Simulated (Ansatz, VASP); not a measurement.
**One calculation of Mo, two programs**

INCAR

```
SYSTEM = Mo
PREC = Accurate ; ENCUT = 600
EDIFF = 1E-6 ; ISMEAR = 0
SIGMA = 0.1 ; LREAL = .FALSE.
LASPH = .TRUE. ; NELM = 80
ALGO = Normal ; ISIF = 3
LWAVE = .FALSE. ; LCHARG = .FALSE.
GGA = PS ; IBRION = 2
NSW = 100 ; EDIFFG = -0.05
```

KPOINTS

```
Automatic mesh
0
G
  8 8 8
  0 0 0
```

The input POSCAR:

```
Mo
1.0
   -1.5838089700      1.5838089700      1.5838089700
    1.5838089700     -1.5838089700      1.5838089700
    1.5838089700      1.5838089700     -1.5838089700
Mo
1
Direct
    0.0000000000      0.0000000000      0.0000000000
```

Input for Ansatz:

```yaml
crystal:
  lattice:
    - [-1.58380897, 1.58380897, 1.58380897]
    - [1.58380897, -1.58380897, 1.58380897]
    - [1.58380897, 1.58380897, -1.58380897]
  atoms:
    - { symbol: Mo, position: [0.0, 0.0, 0.0] }
basis:
  ecutwfc: 420
kpoints:
  mp_grid: { grid: [8, 8, 8] }
hamiltonian:
  xc: pbesol
  pseudopotentials: { kind: paw, azcp: { folder: soft_1 } }
scf:
  occupations: { method: gaussian, width: 0.1 }
output:
  forces: true
  stress: true
  eigenvalues: true
relax:
  adjacent_minimum: "off"
  f_tol: 0.05
  max_steps: 80
  cell: { stress_tol: 0.5 }
```

Alike in both runs: task relaxation of cell and atoms; functional PBEsol; k mesh 8 × 8 × 8; occupations gaussian, width 0.1 eV; no spin polarisation.

|  | VASP | Ansatz |
| --- | --- | --- |
| version | VASP 6.6.1 | Ansatz 0.2.0 |
| potentials or method | VASP PAW PBE potentials, release 64 (Mo_sv) | scalar-relativistic, plane waves, PAW |
| plane-wave cutoff (eV) | 600 | 420 |
| valence electrons in the cell | 14 | 14 |

```csv
,VASP,Ansatz,Ansatz less VASP
"gap on the k mesh at the Fermi level, each at its own relaxed structure (eV)",none,none,-
relaxed volume (Å³/atom),15.40,15.36,-0.042
relaxed cell length with the largest relative difference (Å),2.715,2.712,-0.0025
energy change over the relaxation (meV/atom),-14,-15,-1.2
```

A gap of «none» marks a metal or a gap that the smearing closes. Ansatz warned: «pseudo_functional_mismatch».

Caveats: the PAW data sets were made with another functional, which shifts forces and pressure a little (VASP).
